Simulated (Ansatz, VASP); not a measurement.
## Two plane-wave programs on Rb

```
Rb
1.0
    -2.95451    2.95451    2.73085
     2.95451   -2.95451    2.73085
     2.95451    2.95451   -2.73085
Rb
1
Direct
  0.00000 0.00000 0.00000
```

This isn't the form of Rb at room conditions, which is bcc.

Alike in both runs: task single point; functional PBEsol; k mesh 4 × 4 × 4; occupations gaussian, width 0.1 eV; no spin polarisation.

|  | VASP | Ansatz |
| --- | --- | --- |
| version | VASP 6.6.1 | Ansatz 0.2.0 |
| potentials or method | VASP PAW PBE potentials, release 64 (Rb_sv) | scalar-relativistic, plane waves, PAW |
| plane-wave cutoff (eV) | 520 | 420 |
| valence electrons in the cell | 9 | 9 |

```tsv
	VASP	Ansatz	Ansatz less VASP
gap on the k mesh at the Fermi level (eV)	none	none	-
pressure (GPa)	-0.2	-0.2	0.00
largest component of the traceless stress (GPa)	0.14	0.14	0.000
```

A gap of «none» marks a metal or a gap that the smearing closes. With one functional, cell and mesh, what is left measures potentials, basis and numerics.

Caveats: the k mesh is coarse (spacing up to 0.39 Å⁻¹), so the values aren't converged; the PAW data sets were made with another functional, which shifts forces and pressure a little (VASP).
